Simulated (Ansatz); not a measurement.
# HgTe (Fm-3m) in Ansatz: settings compared

Aim: see how the results for HgTe move with the level of theory and the settings. Levels: RPBE, revPBE, BLYP, PBE. Tasks: relaxation of cell and atoms, single point.

Everything below comes from runs of Ansatz 0.2.0. Logs are shortened: lines on timing, memory, paths and dates and some standing lists are left out, and cuts for length are marked.

## (1) The crystal as given

Symmetry: Fm-3m, No. 225, cubic system. Conventional cell: a = 6.360 Å, b = 6.360 Å, c = 6.360 Å, α = 90.00°, β = 90.00°, γ = 90.00°. Hg (site symmetry m-3m) is surrounded by 6 Te at 3.18 Å. Around Te (site symmetry m-3m) lie 6 Hg at 3.18 Å.

Measurements of this composition are mostly on another form, of space group No. 216.

## (2) Relaxation of cell and atoms, RPBE

Contents of input.yaml:

```yaml
crystal:
  lattice:
    - [0.0, 3.18, 3.18]
    - [3.18, 0.0, 3.18]
    - [3.18, 3.18, 0.0]
  atoms:
    - { symbol: Hg, position: [0.0, 0.0, 0.0] }
    - { symbol: Te, position: [0.5, 0.5, 0.5] }
hamiltonian:
  xc: rpbe
  pseudopotentials: { kind: paw }
kpoints:
  mp_grid: { grid: [7, 7, 7] }
scf:
  occupations: { method: fermi_dirac, width: 0.05 }
output:
  forces: true
  stress: true
  eigenvalues: true
relax:
  f_tol: 0.01
  max_steps: 40
  cell: { stress_tol: 0.05 }
```

Potentials or basis: Ansatz PAW.

Launch:

```
ansatz run input.yaml --threads 2 --pin off --max-ram 5632MiB --backend cpu --events-out ev --progress --plain --runs-dir out
```

Standard output:

```text
Warning: RAYON_NUM_THREADS=2 ignored (pool sized by the plan → 2); use --threads N
Engine: ansatz 0.2.0, aarch64-unknown-linux-gnu
Pseudopotentials: kind: paw
Pseudopotential: Hg, paw, valence charge 20, recommended cutoff 420 eV (normal), Hg.paw.azcp
Pseudopotential: Te, paw, valence charge 16, recommended cutoff 420 eV (normal), Te.paw.azcp
Functional definition: RPBE
  parameter kappa = 0.804
  parameter beta = 0.06672455060314922
  exchange = rpbe_x(kappa = kappa, mu = beta*pi^2/3)
  correlation = pbe_c(beta = beta)
Crystal: 2 atoms, lattice volume = 64.315 Å³
Basis set: ecut = 420 eV, 1243 PW (Γ), exchange–correlation on 64×64×64 points (8 copies of the dense FFT grid, shifted against one another)
Bands: 22, of which v1, the nominal top of the filled ones, is band 18 counted from 1 (17 counted from 0)
Symmetry: 48 space group operations
Space group: Fm-3m (ITA 225), of the structure as read, at distance tolerance 4.0e-5 Å
k-points: 20 of 343
Non-local potential: Hg, projectors of the file, l = 0: 3, l = 1: 2, l = 2: 2, l = 3: 1
Non-local potential: Te, projectors of the file, l = 0: 2, l = 1: 2, l = 2: 2, l = 3: 2
PAW form: soft (Blöchl's): semilocal exchange-correlation on the pseudo side does not see the compensation charge
PAW frozen core: Hg, regenerated for the run's functional, and the local potential with it (the file was generated under x = pbe(κ = 0.804, μ = 0.2195149727645171), c = pbe(β = 0.06672455060314922))
PAW frozen core: Te, regenerated for the run's functional, and the local potential with it (the file was generated under x = pbe(κ = 0.804, μ = 0.2195149727645171), c = pbe(β = 0.06672455060314922))
PAW one-centre angular grid: Hg, 590 points (default); XC on 64 Gauss nodes
PAW one-centre angular grid: Te, 590 points (default); XC on 64 Gauss nodes
Initial density: superposition of atomic densities (neutral atoms: chi_scale 0, normalization atom), corrected by the library's trained network
Initial wavefunctions: pseudopotential atomic-orbital guess
Functional: x = rpbe, c = pbe(β = 0.06672455060314922)
SCF iter   1: F=—  HF=-20816.863803 eV  |F-HF|=—  |Δ(HF+E_count)|=         —  Δρ=1.68e-3  dr2=1.25e-3  ethr=1.77e-3  ⟨swp⟩=6.1  Hψ=2066  notcnv=0
preconditioner: auto → Kerker (q_TF=auto, 2.477 Å⁻¹)  [metal: Δε(μ)=0.112 eV  Ē_g=9.977 eV  σ=0.050 eV  W_gap=0.46  n_scr=14 (ndim 8)  ℏωp=19.6 eV  f_vac=0.047  D(μ)=0.94/eV (n_scr^D=0)]
SCF iter   2: F=—  HF=-20816.863993 eV  |F-HF|=—  |Δ(HF+E_count)|=   1.90e-4  Δρ=8.49e-4  dr2=2.67e-4  ethr=3.47e-6  ⟨swp⟩=3.0  Hψ=1003  notcnv=0
SCF iter   3: F=—  HF=-20816.864136 eV  |F-HF|=—  |Δ(HF+E_count)|=   1.43e-4  Δρ=2.27e-4  dr2=2.11e-5  ethr=7.41e-7  ⟨swp⟩=2.0  Hψ=621  notcnv=0
SCF iter   4: F=—  HF=-20816.864158 eV  |F-HF|=—  |Δ(HF+E_count)|=   2.21e-5  Δρ=5.52e-5  dr2=2.79e-6  ethr=5.86e-8  ⟨swp⟩=2.0  Hψ=621  notcnv=0
SCF iter   5: F=—  HF=-20816.864160 eV  |F-HF|=—  |Δ(HF+E_count)|=   2.04e-6  Δρ=2.00e-5  dr2=4.90e-7  ethr=7.76e-9  ⟨swp⟩=2.0  Hψ=722  notcnv=0
SCF iter   6: F=-20816.864161 eV  HF=-20816.864160 eV  |F-HF|=1.62e-7  |Δ(HF+E_count)|=   4.52e-7  Δρ=7.62e-6  dr2=6.47e-8  ethr=2.78e-10  ⟨swp⟩=6.7  Hψ=1986  notcnv=0
SCF 1 converged in 6 iterations: F = -20816.864161 eV  dr2 = 6.47e-8
relax step   1: F+E_penalty+E_count = -20816.86416063 eV  Δ(F+E_penalty+E_count) = +0.000e0 eV  max|allowed force component| = 1.952e-29 eV/Å  Δτ_max = 0.0000 Å  P = -2.024 GPa  Ω = 64.315 Å³  (6 SCF iters, dr2 threshold 1.00e-7 eV, accepted)
Crystal: 2 atoms, lattice volume = 60.561 Å³
Initial density: handed on by an earlier stage of this run
Initial wavefunctions: those handed on with the density
iter 1 solved again at ethr=5.11e-6 eV; its pass at ethr=3.10e-3 eV (dr2=1.84e-3 eV) is discarded
SCF iter   1: F=—  HF=-20816.891874 eV  |F-HF|=—  |Δ(HF+E_count)|=         —  Δρ=1.59e-3  dr2=2.14e-3  ethr=5.11e-6  ⟨swp⟩=2.0  Hψ=2679  notcnv=0
preconditioner: auto → none  [insulator: Δε(μ)=0.147 eV  Ē_g=10.199 eV  σ=0.050 eV  W_gap=0.56  n_scr=14 (ndim 8)  ℏωp=20.2 eV  f_vac=0.037  D(μ)=0.73/eV (n_scr^D=0)  ε∞_Penn≈4.9]
SCF iter   2: F=—  HF=-20816.891490 eV  |F-HF|=—  |Δ(HF+E_count)|=   3.83e-4  Δρ=7.01e-4  dr2=3.55e-4  ethr=5.11e-6  ⟨swp⟩=2.1  Hψ=679  notcnv=0
SCF iter   3: F=—  HF=-20816.891409 eV  |F-HF|=—  |Δ(HF+E_count)|=   8.10e-5  Δρ=2.67e-4  dr2=2.81e-5  ethr=9.85e-7  ⟨swp⟩=2.0  Hψ=596  notcnv=0
SCF iter   4: F=—  HF=-20816.891444 eV  |F-HF|=—  |Δ(HF+E_count)|=   3.48e-5  Δρ=2.98e-5  dr2=3.63e-7  ethr=7.82e-8  ⟨swp⟩=2.0  Hψ=622  notcnv=0
SCF iter   5: F=-20816.891445 eV  HF=-20816.891445 eV  |F-HF|=3.89e-8  |Δ(HF+E_count)|=   4.20e-7  Δρ=6.33e-6  dr2=2.16e-8  ethr=5.56e-10  ⟨swp⟩=6.9  Hψ=1944  notcnv=0
SCF 2 converged in 5 iterations: F = -20816.891445 eV  dr2 = 2.16e-8
relax step   2: F+E_penalty+E_count = -20816.89144467 eV  Δ(F+E_penalty+E_count) = -2.728e-2 eV  max|allowed force component| = 3.392e-29 eV/Å  Δτ_max = 0.0000 Å  P = -0.108 GPa  Ω = 60.561 Å³  energy of the carried Pulay correction = +7.106e-4 eV  (5 SCF iters, dr2 threshold 2.00e-7 eV, accepted)
Crystal: 2 atoms, lattice volume = 60.362 Å³
iter 1 solved again at ethr=1.79e-8 eV; its pass at ethr=3.10e-3 eV (dr2=6.46e-6 eV) is discarded
SCF iter   1: F=—  HF=-20816.891541 eV  |F-HF|=—  |Δ(HF+E_count)|=         —  Δρ=9.27e-5  dr2=7.42e-6  ethr=1.79e-8  ⟨swp⟩=3.0  Hψ=2549  notcnv=0
preconditioner: auto → none  [insulator: Δε(μ)=0.147 eV  Ē_g=10.239 eV  σ=0.050 eV  W_gap=0.56  n_scr=14 (ndim 8)  ℏωp=20.3 eV  f_vac=0.037  D(μ)=0.73/eV (n_scr^D=0)  ε∞_Penn≈4.9]
SCF iter   2: F=—  HF=-20816.891541 eV  |F-HF|=—  |Δ(HF+E_count)|=   6.91e-7  Δρ=4.25e-5  dr2=1.30e-6  ethr=1.79e-8  ⟨swp⟩=2.1  Hψ=671  notcnv=0
SCF iter   3: F=—  HF=-20816.891540 eV  |F-HF|=—  |Δ(HF+E_count)|=   2.25e-7  Δρ=1.63e-5  dr2=1.12e-7  ethr=3.61e-9  ⟨swp⟩=2.0  Hψ=613  notcnv=0
SCF iter   4: F=-20816.891541 eV  HF=-20816.891541 eV  |F-HF|=1.33e-9  |Δ(HF+E_count)|=   1.80e-7  Δρ=1.48e-6  dr2=9.74e-10  ethr=8.17e-11  ⟨swp⟩=6.0  Hψ=1863  notcnv=0
SCF 3 converged in 4 iterations: F = -20816.891541 eV  dr2 = 9.74e-10
relax step   3: F+E_penalty+E_count = -20816.89154058 eV  Δ(F+E_penalty+E_count) = -9.591e-5 eV  max|allowed force component| = 2.551e-29 eV/Å  Δτ_max = 0.0000 Å  P = +0.018 GPa  Ω = 60.362 Å³  energy of the carried Pulay correction = +7.495e-4 eV  (4 SCF iters, dr2 threshold 2.94e-8 eV, accepted)
Basis set: ecut = 420 eV, 1243 PW (Γ), exchange–correlation on 60×60×60 points (8 copies of the dense FFT grid, shifted against one another)
Initial wavefunctions: pseudopotential atomic-orbital guess (no wavefunctions were taken with the density)
iter 1 solved again at ethr=3.12e-8 eV; its pass at ethr=3.10e-3 eV (dr2=1.12e-5 eV) is discarded
SCF iter   1: F=—  HF=-20816.890760 eV  |F-HF|=—  |Δ(HF+E_count)|=         —  Δρ=1.09e-4  dr2=1.20e-6  ethr=3.12e-8  ⟨swp⟩=4.0  Hψ=3367  notcnv=0
preconditioner: auto → none  [insulator: Δε(μ)=0.146 eV  Ē_g=10.241 eV  σ=0.050 eV  W_gap=0.56  n_scr=14 (ndim 8)  ℏωp=20.3 eV  f_vac=0.039  D(μ)=0.73/eV (n_scr^D=0)  ε∞_Penn≈4.9]
SCF iter   2: F=—  HF=-20816.890768 eV  |F-HF|=—  |Δ(HF+E_count)|=   7.52e-6  Δρ=5.08e-5  dr2=2.50e-7  ethr=3.34e-9  ⟨swp⟩=2.0  Hψ=752  notcnv=0
SCF iter   3: F=—  HF=-20816.890768 eV  |F-HF|=—  |Δ(HF+E_count)|=   5.56e-7  Δρ=1.27e-5  dr2=5.05e-8  ethr=6.94e-10  ⟨swp⟩=2.0  Hψ=614  notcnv=0
SCF iter   4: F=—  HF=-20816.890768 eV  |F-HF|=—  |Δ(HF+E_count)|=   1.72e-8  Δρ=3.38e-6  dr2=3.29e-9  ethr=1.40e-10  ⟨swp⟩=2.0  Hψ=776  notcnv=0
SCF iter   5: F=—  HF=-20816.890768 eV  |F-HF|=—  |Δ(HF+E_count)|=   2.83e-9  Δρ=1.20e-6  dr2=2.15e-10  ethr=9.13e-12  ⟨swp⟩=2.0  Hψ=603  notcnv=0
SCF iter   6: F=-20816.890768 eV  HF=-20816.890768 eV  |F-HF|=7.28e-12  |Δ(HF+E_count)|=  6.95e-10  Δρ=1.32e-7  dr2=2.47e-12  ethr=1.00e-12  ⟨swp⟩=5.2  Hψ=2229  notcnv=0
SCF 4 converged in 6 iterations: F = -20816.890768 eV  dr2 = 2.47e-12
relax step   4: F+E_penalty+E_count = -20816.89076842 eV  Δ(F+E_penalty+E_count) = +7.722e-4 eV  max|allowed force component| = 9.203e-30 eV/Å  Δτ_max = 0.0000 Å  P = +0.019 GPa  Ω = 60.362 Å³  stress off target by 1.88e-2 GPa  SCF on the basis re-selected at this cell (its energy is not comparable with the rows above)  (6 SCF iters)
basis re-selected at this cell: Δ(F+E_penalty+E_count) = +7.722e-4 eV, ΔP = +0.001 GPa vs the last step (what re-selecting the basis moved, of the pressure what is left beyond the Pulay correction that the steps carried, after the strain that the cell walked since its last selection, with what the two solves' SCF thresholds leave and, on support functions, any second-order correction that the steps lacked; it is no measure of the basis error at this ecutwfc). The dense FFT grid was sized anew with the basis: this SCF ran on 30×30×30 points, the steps before it on 32×32×32, so part of this shift can come from that change (see relax.cell in the input reference). This SCF's stress stands 1.88e-2 GPa from its target on what of the cell is left free (relax.cell.stress_tol is 5.00e-2 GPa) and its largest allowed force component is 9.20e-30 eV/Å (relax.f_tol is 1.00e-2 eV/Å): within both
SCF converged after 6 iterations
Free energy (F): -20816.890768 eV
Harris-Foulkes:  -20816.890768 eV  (|F-HF|=7.28e-12)
Internal energy: -20816.883986 eV  (E = F + TS)
E sigma→0 (E₀):  -20816.887377 eV
Entropy (-TS):   -0.006783 eV (-3.391 meV/atom)
Fermi energy:    10.192118 eV
--- Per-component energies (eV) ---
  E_band       = -706.948004
  E_kinetic    = 782.112632
  E_local      = -4137.924308  (includes V_loc(G=0)·N_el)
  E_nonlocal   = -239.346544
  E_hartree    = 2036.386244
  E_xc         = -344.215925
  E_vxc        = -364.875371  (∫ρ·V_xc dr)
  E_paw        = -14629.812833  (= ΣΔE_a)
  E_vpaw       = -819.687624  (= ΣTr[D̂ρ^β])
  E_aug_tail   = 0.000747  (compensation charges beyond the density's cutoff)
  E_ewald      = -4283.987620
  E_core_change = -0.096378  (= ΣΔE_core)
  E_smearing   = -0.006783  (= −TS)
  E_closure    = 0.000000  (closes the sum)
  Σ components = -20816.890768   (vs F -20816.890768, Δ=0.00e0)
--- Forces (eV/Å), atoms counted from 1 ---
  atom   1  Hg    -0.00000000     0.00000000    -0.00000000
  atom   2  Te    -0.00000000     0.00000000     0.00000000
  max |Σ_I F_I| component: 1.58e-29 eV/Å
--- Stress (GPa, compression-positive) ---
        0.018814       0.000000       0.000000
        0.000000       0.018814       0.000000
        0.000000       0.000000       0.018814
  P = ⅓ Tr σ = 0.0188 GPa (0.188 kbar)
--- Band table (eV; the first three rows and the last of 20) ---
  k-point 0: bands = ["-104.3095", "-52.7959", "-52.7959", "-52.7959", "-26.4092", "-26.4092", "-26.4092", "-26.4080", "-26.4080", "-1.4403", "3.6551", "3.6551", "3.7071", "3.7071", "3.7071", "9.0508", "9.5228", "9.5228", "9.5228", "17.8268", "17.8268", "17.8268"]
  k-point 1: bands = ["-104.3095", "-52.7959", "-52.7959", "-52.7959", "-26.4091", "-26.4090", "-26.4090", "-26.4079", "-26.4079", "-1.2863", "3.6009", "3.6009", "3.6891", "3.7295", "3.7295", "7.4458", "9.6593", "9.6593", "11.0451", "16.0710", "16.6551", "16.6551"]
  k-point 2: bands = ["-104.3095", "-52.7960", "-52.7959", "-52.7959", "-26.4089", "-26.4088", "-26.4088", "-26.4077", "-26.4077", "-0.8838", "3.4771", "3.4771", "3.6056", "3.7887", "3.7887", "5.9029", "9.9929", "9.9929", "12.2955", "14.5557", "15.2577", "15.2577"]
  k-point 19: bands = ["-104.3095", "-52.7961", "-52.7961", "-52.7960", "-26.4089", "-26.4085", "-26.4081", "-26.4079", "-26.4074", "-0.4183", "3.4848", "3.6602", "3.7355", "3.8930", "4.1723", "5.8939", "7.0890", "8.0119", "11.5146", "15.0128", "16.7294", "17.3529"]
--- Relaxed structure (3 steps of the walk, 3 accepted, 1 SCFs on fresh bases) ---
  F+E_penalty+E_count = -20816.89076842 eV   max|allowed force component| = 9.203e-30 eV/Å   (the final SCF, on the basis selected at the relaxed cell)
  cell:  # Å, volume = 60.3615 Å³
    - [-1.9089484742376852e-34, 3.1134605515085307, 3.1134605515085307]
    - [3.1134605515085307, 1.1719355675659856e-33, 3.1134605515085307]
    - [3.1134605515085307, 3.1134605515085307, 2.931654957013125e-34]
  atoms:
    - { symbol: Hg, position: [1.2617465568612524e-35, -1.1355719011716041e-35, -3.659065014914306e-35] }
    - { symbol: Te, position: [0.49999999999999994, 0.49999999999999994, 0.49999999999999994] }
```

It took 4 s on 2 threads of Arm Neoverse V1, shared host; peak memory 0.35 GiB.

Results:

* Free energy: -20816.8908 eV
* Relaxed volume: 30.18 Å³/atom
* Relaxed cell: a = 4.403 Å, b = 4.403 Å, c = 4.403 Å, α = 60.00°, β = 60.00°, γ = 60.00°
* Space group after relaxing (to 0.05 Å): Fm-3m (No. 225)
* Energy gained by relaxing: 13.3 meV/atom
* Ionic steps: 4
* Pressure after relaxing: 0.0 GPa
* Band gap on the k mesh: none (metal or under the smearing width)

Step by step:
| step | energy change (eV) | largest force (eV/Å) | volume (Å³) |
| --- | --- | --- | --- |
| 1 | 0.0000 | 0.0000 | 64.31 |
| 2 | -0.0273 | 0.0000 | 60.56 |
| 3 | -0.0274 | 0.0000 | 60.36 |
| 4 | -0.0266 | 0.0000 | 60.36 |

Final structure:
```yaml
crystal:
  lattice:
    - [0.00000, 3.11346, 3.11346]
    - [3.11346, 0.00000, 3.11346]
    - [3.11346, 3.11346, 0.00000]
  atoms:
    - { symbol: Hg, position: [0.00000, 0.00000, 0.00000] }
    - { symbol: Te, position: [0.50000, 0.50000, 0.50000] }
```

Levels at points of the mesh, in eV from the Fermi level:
| k point | band 16 | band 17 | band 18 | band 19 | band 20 | band 21 |
| --- | --- | --- | --- | --- | --- | --- |
| (0.00, 0.00, 0.00) | -1.14 | -0.67 | -0.67 | -0.67 | 7.63 | 7.63 |

Caveat: the plane-wave basis is chosen anew once the cell has moved, so the energies of steps on either side of that aren't comparable; the PAW data sets come from PBE, with cores solved anew for the run's functional, which leaves a small shift of forces and pressure. The run has no spin-orbit coupling, so splittings on Hg, Te are missing.

[end of part 1 of 2]
